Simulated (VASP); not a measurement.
Set up this calculation in VASP 6.6.1, as the native input.

```
Task                               : single point
Functional                         : HSE06
Potentials or basis                : VASP PAW PBE potentials, release 64 (Zr_sv, Se)
Cutoff                             : 520 eV
k mesh                             : 4 × 4 × 2
Occupations                        : gaussian, width 0.02 eV
Spin                               : no spin polarisation
Grid for exact exchange (PRECFOCK) : Fast
Screening parameter                : 0.2 1/A
Further INCAR settings             : ALGO = Normal; EDIFF = 1e-07
```

Crystal: ZrSe2.

```xyz
3
Lattice="3.7980 0.0000 0.0000 -1.8990 3.2892 0.0000 0.0000 0.0000 6.1920" Properties=species:S:1:pos:R:3 pbc="T T T"
Zr    0.0000    0.0000    0.0000
Se    1.8990    1.0964    4.6440
Se    0.0000    2.1928    1.5480
```

One way to write it, as run:

POSCAR

```
ZrSe2
1.0
    3.7980000000      0.0000000000      0.0000000000
   -1.8990000000      3.2891644836      0.0000000000
    0.0000000000      0.0000000000      6.1920000000
Zr Se
1 2
Direct
    0.0000000000      0.0000000000      0.0000000000
    0.6666666667      0.3333333333      0.7500000000
    0.3333333333      0.6666666667      0.2500000000
```

INCAR.step1

```
SYSTEM = ZrSe2
ALGO = Normal ; EDIFF = 1E-5
ENCUT = 520 ; GGA = PE
ISIF = 2 ; ISMEAR = 0
LASPH = .TRUE. ; LCHARG = .FALSE.
LREAL = .FALSE. ; LWAVE = .TRUE.
NELM = 80 ; PREC = Accurate
SIGMA = 0.02
```

INCAR.step2

```
SYSTEM = ZrSe2
ALGO = Normal ; EDIFF = 1E-7
ENCUT = 520 ; GGA = PE
HFSCREEN = 0.2 ; ISIF = 2
ISMEAR = 0 ; ISTART = 1
LASPH = .TRUE. ; LCHARG = .FALSE.
LHFCALC = .TRUE. ; LREAL = .FALSE.
LWAVE = .FALSE. ; NELM = 80
PREC = Accurate ; PRECFOCK = Fast
SIGMA = 0.02
```

KPOINTS

```
k-points
0
G
  4 4 2
  0 0 0
```

Potentials or basis: VASP PAW PBE potentials, release 64 (Zr_sv, Se).

Run with:

```bash
$ cat potpaw_PBE.64/Zr_sv/POTCAR potpaw_PBE.64/Se/POTCAR > POTCAR
$ cp INCAR.step1 INCAR
$ mpirun -np 1 vasp_std > vasp.out
$ cp INCAR.step2 INCAR
$ mpirun -np 1 vasp_std > vasp.out
```

It gave:

The pressure is 1.0 GPa. The largest force is 0.005 eV/Å. The band gap on the k mesh is 1.04 eV, indirect (least direct gap 1.80 eV).

Caveat: the k mesh is coarse (spacing up to 0.51 Å⁻¹), so the values aren't converged, least of all with exact exchange; the PAW data sets were made with another functional, which shifts forces and pressure a little; this functional lacks dispersion, which binds the layers, so the pressure and a relaxed spacing across them are unreliable.

Wall time 90 s on 1 thread of Intel(R) Xeon(R) 6975P-C (Granite Rapids), on a shared host, peak memory 0.28 GiB.
